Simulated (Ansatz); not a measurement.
FeGe under changes of volume

One of the cells (14.837 Å³/atom); the others are scaled copies at fixed shape and fractional positions:

```
CELL_PARAMETERS angstrom
4.99760 0.00000 0.00000
-2.49880 4.32805 0.00000
0.00000 0.00000 4.11576
ATOMIC_POSITIONS crystal
Ge 0.66667 0.33333 0.50000
Ge 0.33333 0.66667 0.50000
Ge 0.00000 0.00000 0.00000
Fe 0.00000 0.50000 0.00000
Fe 0.50000 0.50000 0.00000
Fe 0.50000 0.00000 0.00000
```

The cell is a database's computed one.

```yaml
Program: Ansatz 0.2.0
Functional: r2SCAN
Potentials_or_basis: Ansatz PAW
Cutoff: "500 eV (not typed: the program's choice for these potentials)"
k_mesh: 6 × 6 × 7
Occupations: fermi-dirac, width 0.05 eV
Spin: collinear spin, ferromagnetic start
Starting_moments: "[0.0, 0.0, 0.0, 3.0, 3.0, 3.0] μB"
```

```csv
volume (Å³/atom),energy over the lowest point (meV/atom),pressure (GPa),moment (μB per cell)
13.947,16.28,7.1,6.09
14.244,5.94,4.2,6.30
14.540,?,?,?
14.837,0.00,-0.8,6.61
15.134,3.70,-3.0,6.72
15.431,11.19,-4.8,6.86
15.727,21.67,-6.3,7.04
```

Task: What does the run at 14.540 Å³/atom give?

Result: Energy over the lowest point 0.61 meV/atom; pressure 1.5 GPa; moment 6.47 μB per cell.

Worked out: A Birch-Murnaghan fit of order 3 (a polynomial in V^(-2/3)) to the other rows has its minimum at 14.72 Å³/atom with B0 = V·E''(V) = 117 GPa and B' = 4.6 at fixed shape and positions, which overstates the stiffness. It gives 0.65 meV/atom at 14.540 Å³/atom, against the run's 0.61, and -dE/dV = 1.5 GPa, against 1.5. A parabola through the other rows of the moment, of slope 0.533 μB per Å³/atom there, gives 6.44 μB, against the run's 6.47.

Energies are extrapolated to zero smearing.

Caveats: the magnetic or orbital state may not be the lowest; the PAW data sets come from PBE, with cores solved anew for the run's functional, which leaves a small shift of forces and pressure.
